Caesium has one loosely held valence electron per atom. The table compares twelve ways of packing its atoms in a crystal, computed with the PBEsol density functional. The column "over lowest" gives each packing's energy per atom above the lowest row, and "space group number" identifies its symmetry. The real metal is body-centred cubic at ordinary pressure, but no row of the table has that structure. The zero therefore marks only the cheapest packings in this comparison and does not settle the ground state of caesium.

Crystal structures of caesium, computed with Ansatz 0.2.0 (plane-wave PAW, scalar-relativistic, PBEsol, no spin polarisation, 420 eV cutoff, 0.1 eV Gaussian smearing). Cell and atoms were relaxed at zero pressure, keeping the symmetry of the start. Atoms are counted in the primitive cell, and energies are relative to the lowest row.

| found from | space group number | atoms in cell | volume per atom (Å³) | over lowest (meV/atom) |
| --- | --- | --- | --- | --- |
| database cell | 139 | 1 | 109.03 | 0.0 |
| Sm type | 166 | 3 | 109.23 | 0.0 |
| database cell | 194 | 2 | 109.49 | 0.0 |
| database cell | 194 | 4 | 109.12 | 0.0 |
| database cell | 225 | 1 | 109.58 | 0.0 |
| changed type | 139 | 1 | 109.26 | 1.0 |
| database cell | 223 | 8 | 110.45 | 7.0 |
| Ti type | 191 | 3 | 109.59 | 9.0 |
| changed type | 69 | 2 | 112.92 | 30.0 |
| Sn type | 141 | 2 | 114.14 | 60.0 |
| B type | 166 | 12 | 138.00 | 143.0 |
| Si type | 227 | 2 | 171.03 | 276.0 |

**(a) Six rows lie within 2 meV/atom of each other, although their crystals have different symmetries. Why does the choice among them cost so little?**

*Solution.* Four of the six are stackings of the same close-packed layers. They are face-centred cubic (225), hexagonal close-packed (194 with two atoms), double hexagonal (194 with four atoms) and the Sm type. In each of them an atom has twelve neighbours at nearly the same distance. Only the order of the layers differs, and it first changes the positions of atoms farther away.

Whether caesium notices this change depends on its electrons. Its valence electron comes from an s orbital, which is round and has no preferred bond angle. In the metal this electron spreads over many atoms and screens the ions from one another, so a rearrangement beyond the nearest neighbours has little effect. The volumes fit this picture: across the four stackings they differ by only 0.4%.

The other two rows, both with space group 139, are body-centred tetragonal. Their cells began as other crystal types and relaxed to height-to-width ratios of 1.22 and 1.29. A ratio of 1 would be body-centred cubic and 1.414 face-centred cubic, so both lie on the path between these two dense packings. At these two ratios and at the face-centred cubic end the energies are tied. This suggests that the path is nearly flat there, so that a relaxation fixes the ratio only loosely. Each atom has eight nearest neighbours and four more less than a tenth farther away, which again makes about twelve.

The calculation resolves energies to about 4 meV/atom, so these six rows are tied and their order has no meaning. Atomic vibrations, which are left out, could also reorder them. What the table does show is that caesium is nearly indifferent to how close-packed layers are stacked. Not every dense arrangement joins the tie, though: the Ti type has almost the same volume as the face-centred cubic row, yet it costs 9 meV/atom, which is more than the calculation's tolerance.

**(b) The Si type is the diamond structure, in which each atom has four nearest neighbours. Find the bond length from the volume, and estimate what the loss of eight neighbours should cost.**

*Solution.* The diamond structure has eight atoms in its cubic cell, and its bond is $\sqrt3/4$ of the cube edge. With the volume per atom $V$ from the table,

$$d=\frac{\sqrt3}{4}\,(8V)^{1/3}=0.433\times(8\times171.03)^{1/3}\ \text{Å}=4.81\ \text{Å}.$$

The same kind of geometry gives 5.37 Å for the face-centred cubic row. The crystal has therefore swollen by more than half while its bonds have become about 10% shorter.

Two limiting cases show what this means. Had the bonds kept their close-packed length, the diamond crystal would need 239 Å³ per atom. Had the metal kept its usual density, it would have stayed near 109 Å³. The computed 171 Å³ lies about midway: the atoms draw closer to the few neighbours they have, but not close enough to make up for the empty space.

Chemistry offers a reason. An atom has the same single electron to bind with, whether it has twelve neighbours or four. With fewer partners, more of that electron is available for each bond, which becomes stronger and shorter. The contraction stops where the rising kinetic energy of the squeezed electrons and the repulsion between the ions outweigh the gain.

The energy can be estimated in two ways, both starting from a cohesive energy $E_c$ of roughly 0.8 eV per atom, a recalled value that owes nothing to the diamond row. If every bond had a fixed strength, the binding would be proportional to the number of neighbours $z$. Going from twelve to four would then lose two thirds of it, about 0.53 eV.

The second estimate lets the bonds share the electron. When an orbital couples to $z$ neighbours with equal strength, the mean square spread of the energy levels grows as $z$, so the width of the band grows as $\sqrt z$. If the whole binding energy follows this width, the cost is

$$\Delta E=E_c\left(1-\sqrt{\tfrac{4}{12}}\right)\approx0.8\ \text{eV}\times0.42\approx0.34\ \text{eV}.$$

The table gives 0.276 eV. Fixed bonds overestimate the cost by almost a factor of two, whereas the root law is about a fifth too high relative to the computed value. Part of this error may arise because the law holds the bond length constant and so leaves out the energy gained by contraction; the rough cohesive energy may contribute too. With so rough a cohesive energy, the comparison favours shared bonds over fixed ones but does not establish the exact power of $z$.

The result can also be expressed per bond. Since two atoms share each bond, an atom owns six bonds in the close-packed metal and two in diamond. Dividing the binding energy accordingly makes a diamond bond roughly twice as strong. This is a way of keeping accounts, since the electrons of a metal are not confined to lines between atoms, and it only restates the computed result that losing two thirds of the neighbours costs about a third of the binding.

**(c) The Sn type takes up only about 4% more volume than the close-packed metal, yet it costs 60 meV/atom. The B type takes up 26% more and costs 143 meV/atom. Is it the volume or the arrangement that costs energy?**

*Solution.* Suppose first that only the volume matters. The cost should then equal that of stretching the close-packed metal evenly to the same volume. A standard binding curve gives an estimate,

$$E(x)=-E_c\,(1+x)\,e^{-x},$$

where $x$ is the increase in the radius of the sphere that holds one atom, measured in a unit set by the metal's stiffness and cohesive energy. The stiffness enters through a bulk modulus of roughly 2 GPa, again a recalled value.

For the Sn type this stretching costs about 1 meV/atom, a tiny part of the computed 60. For the B type it accounts for roughly a quarter of the cost, and for diamond for somewhat more than a third. The output below lists the estimate for every row. Caesium is so soft that a modest loss of density is cheap, and by this estimate most of the energy comes from the way the atoms are arranged.

Counting nearest neighbours does not settle the matter either. In the parent structures of tin and boron an atom has about six near neighbours, for which the root law predicts some 0.23 eV in both cases. The computed costs are far smaller, and they differ from each other by more than a factor of two. A rule that worked tolerably for diamond fails here. The cells may have relaxed away from six neighbours, and the rule also draws a sharp line between neighbours that count and atoms that do not.

A diffuse s electron draws no such line. At nearly the close-packed density, the atoms of the Sn type that lie beyond the nearest ones are probably not far away, and they can still contribute to the binding. The boron structure gathers its atoms into hollow clusters of twelve, with open space inside and between them. This probably explains why it costs more for a similar count, although the neighbour distances in the relaxed cells would be needed to test the idea.

The row with space group 69 also stands out, at 30 meV/atom with a volume only 3% above that of the close-packed metal. It left its starting type, as both tetragonal cells in part (a) did, but it did not reach the low energy of the dense group. Relaxation preserves the symmetry present at the start, so this cell may be resting on a saddle from which a less symmetric distortion would lead downhill. That is a guess, and a relaxation from a slightly distorted cell would decide it.

Volume is thus a useful warning sign even though, by the rough stretching estimate, it is not the main cause. Every row whose volume is within about 1% of the close-packed value costs less than 10 meV/atom, and every row that is at least 3% larger costs 30 meV/atom or more. When screening packings of caesium at this level of theory, treat differences of a few meV as ties, and take a volume a few per cent too large as a reason to look at how the atoms are surrounded.

The analysis program printed:

```
rows within the 4 meV/atom tolerance: 6
spread of volume over the four close-packed stackings, percent: 0.4206
axis ratio c/a of the 139 row at 0.0 (bcc 1, fcc 1.414): 1.218
axis ratio c/a of the 139 row at 1.0: 1.294
Volume and cost of mere stretching (rough):
            row  volume above close-packed mean in percent  stretching estimate in meV/atom  computed cost in meV/atom
  database cell                                    -0.2972                         0.006056                          0
        Sm type                                    -0.1143                        0.0008934                          0
  database cell                                     0.1235                         0.001038                          0
  database cell                                    -0.2149                         0.003162                          0
  database cell                                     0.2058                          0.00288                          0
   changed type                                   -0.08687                        0.0005158                          1
  database cell                                      1.001                          0.06739                          7
        Ti type                                     0.2149                         0.003142                          9
   changed type                                       3.26                           0.6904                         30
        Sn type                                      4.376                            1.223                         60
         B type                                      26.19                            32.45                        143
        Si type                                       56.4                            105.5                        276
nearest distance in fcc, Å: 5.371
nearest distance in diamond packing, Å: 4.807
shortening from fcc to diamond packing, percent: 10.5
diamond volume if bonds kept the fcc length, Å³ per atom: 238.6
diamond cost if bonds were independent, meV/atom (rough): 533.3
diamond cost by the root law, meV/atom (rough): 338.1
cost of six neighbours by the root law, meV/atom (rough): 234.3
energy per bond in diamond packing over that in fcc (rough): 1.965
```
